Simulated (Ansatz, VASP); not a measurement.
# One calculation of Pb, two programs

Contents of INCAR:

```
SYSTEM = Pb
AGGAC = 1.0 ; AGGAX = 1.0
ALDAC = 0.0 ; ALDAX = 1.0
ALGO = Normal ; EDIFF = 1E-6
ENCUT = 520 ; GGA = B5
ISIF = 2 ; ISMEAR = 1
LASPH = .TRUE. ; LCHARG = .FALSE.
LREAL = .FALSE. ; LWAVE = .FALSE.
NBANDS = 21 ; NELM = 80
PREC = Accurate ; SIGMA = 0.1
```

File KPOINTS:

```
k-points
0
G
  9 9 5
  0 0 0
```

File POSCAR:

```
Pb
1.0
    3.4800000000      0.0000000000      0.0000000000
   -1.7400000000      3.0137680000      0.0000000000
    0.0000000000      0.0000000000      5.5900000000
Pb
2
Direct
    0.3333333333      0.6666666667      0.2500000000
    0.6666666667      0.3333333333      0.7500000000
```

Input for Ansatz:

```yaml
crystal:
  lattice:
    - [3.48, 0.0, 0.0]
    - [-1.74, 3.013768, 0.0]
    - [0.0, 0.0, 5.59]
  atoms:
    - { symbol: Pb, position: [0.33333333333333326, 0.6666666666666665, 0.25] }
    - { symbol: Pb, position: [0.6666666666666666, 0.33333333333333326, 0.75] }
kpoints:
  mp_grid:
    grid: [9, 9, 5]
hamiltonian:
  xc: blyp
scf:
  occupations:
    method: methfessel_paxton
    width: 0.1
output:
  stress: true
```

This isn't the form of Pb at room conditions, which is fcc.

Alike in both runs: task single point; functional BLYP; k mesh 9 × 9 × 5; occupations methfessel-paxton of order 1, width 0.1 eV; no spin polarisation.

|  | VASP | Ansatz |
| --- | --- | --- |
| version | VASP 6.6.1 | Ansatz 0.2.0 |
| potentials or method | VASP PAW PBE potentials, release 64 (Pb_d) | plane waves, PAW |
| plane-wave cutoff (eV) | 520 | 420 |
| valence electrons in the cell | 28 | 28 |

|  | VASP | Ansatz | Ansatz less VASP |
| --- | --- | --- | --- |
| pressure (GPa) | 8.1 | 8.0 | -0.10 |
| largest component of the traceless stress (GPa) | 2.54 | 2.42 | -0.118 |

Caveats: the PAW data sets were made with another functional, which shifts forces and pressure a little (VASP). Spin-orbit coupling is left out, which matters for the levels of Pb.
